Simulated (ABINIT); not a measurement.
Here is an ABINIT 10.8.3 (patched build) calculation.

File run.abi:

```
# Pseudopotentials
pp_dirpath "./"
pseudos "Cu.GGA_PBE-JTH.xml, O.GGA_PBE-JTH.xml"

# Structure
acell 3*1.0 Angstrom
rprim
     2.3446500000    -1.7134000000     0.0000000000
     2.3446500000     1.7134000000     0.0000000000
    -0.8605543552     0.0000000000     5.0594363927
ntypat 2
znucl 29 8
natom 4
typat 1 1 2 2
xred
     0.5057020000    -0.0099960000     0.4952360000
     0.0115430000     0.5010150000    -0.0027230000
     0.4001180000     0.5775250000     0.7609880000
     0.5763470000     0.4140770000     0.2581400000
chkprim 0
chksymtnons 0
tolsym 1.0e-6

# Plane-wave basis
ecut 26.0
pawecutdg 48.0
pawxcdev 0

# k points
kptopt 1
ngkpt 10 10 5
nshiftk 1
shiftk 0.0 0.0 0.0

# Exchange and correlation
ixc 11

# Bands and occupations
nband 30
occopt 3
tsmear 0.05 eV

# SCF cycle
nstep 100
tolvrs 1.0e-9

# Output
iomode 3
prtwf 0
prtden 0
prteig 0
prtebands 0
enunit 1
```

Potentials or basis: JTH PAW PBE v2.0.

Command:

```sh
$ mpirun --bind-to none -np 4 abinit run.abi > log 2>&1
```

(1) Predict the band gap on the k mesh.

(2) What does it give for the largest force?

Answers

(1) none (metal or under the smearing width).

(2) 1.604 eV/Å.

Caveat: the run has no spin polarisation, though such a crystal can be magnetic; semilocal functionals often make such compounds metallic where correlation or magnetic order opens a gap, which also shifts bond lengths.
